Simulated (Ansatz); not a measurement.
Runs of Ansatz 0.2.0 on BN. It takes space group F-43m (No. 216, cubic). The conventional cell has a = 3.626 Å, b = 3.626 Å, c = 3.626 Å, α = 90.00°, β = 90.00°, γ = 90.00°. N (site symmetry -43m) has 4 B at 1.57 Å as nearest neighbours. Around B (site symmetry -43m) lie 4 N at 1.57 Å. The cell is a database's computed one.

```csv
level,cell,gap on the mesh (eV),pressure (GPa),relaxed volume (Å³/atom)
PBE,relaxed,(b),0.0,5.95
PBE,relaxed to 5 GPa,4.55,5.0,-
PBE,relaxed to 30 GPa,4.61,30.0,-
PBE,relaxed to 2 GPa,4.54,2.0,-
PBE,relaxed to 10 GPa,4.56,10.0,-
PBE+D3(BJ),relaxed,4.55,0.0,5.86
PBE,relaxed to 20 GPa,(a),20.0,-
PBE+D4,relaxed,4.55,0.0,(c)
```

Alike in all rows: task relaxation of cell and atoms; potentials or basis all-electron LAPW, scalar-relativistic; no spin polarisation; k mesh 13 × 13 × 13; smearing fermi-dirac 0.05 eV; basis error allowed 0.001 eV/atom.

Question: Fill in the values left out.

Answer: (a) 4.59; (b) 4.53; (c) 5.87.

Caveats: an odd mesh through Γ misses points on the zone boundary, where band edges often lie.
